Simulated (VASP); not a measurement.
A run of VASP 6.6.1 is set up as follows.

INCAR

```
ALGO = Fast
EDIFF = 1E-8
ENCUT = 600
GGA = PE
ISIF = 2
ISMEAR = 0
LASPH = True
LCHARG = False
LEPSILON = True
LREAL = False
LWAVE = False
NELM = 80
PREC = Accurate
SIGMA = 0.03
```

File KPOINTS:

```
k-points
0
Monkhorst-Pack
  22 22 22
```

File POSCAR:

```
BN                                      
1.0
    0.0000000000      1.8122822379      1.8122822379
    1.8122822379      0.0000000000      1.8122822379
    1.8122822379      1.8122822379      0.0000000000
  B               N             
     1     1
Direct
     0.0000000000000000    0.0000000000000000    0.0000000000000000
     0.2500000000000000    0.2500000000000000    0.2500000000000000
```

Potentials or basis: VASP PAW PBE potentials, release 64 (B, N).

Command:

```bash
$ cat potpaw_PBE.64/B/POTCAR potpaw_PBE.64/N/POTCAR > POTCAR
$ mpirun -np 1 vasp_std > vasp.out
```

(1) Estimate the electronic dielectric tensor (diagonal).

(2) What does it give for the Born charges (mean of the diagonal)?

Answers

(1) 4.61.

(2) B +1.91; N -1.91 e.
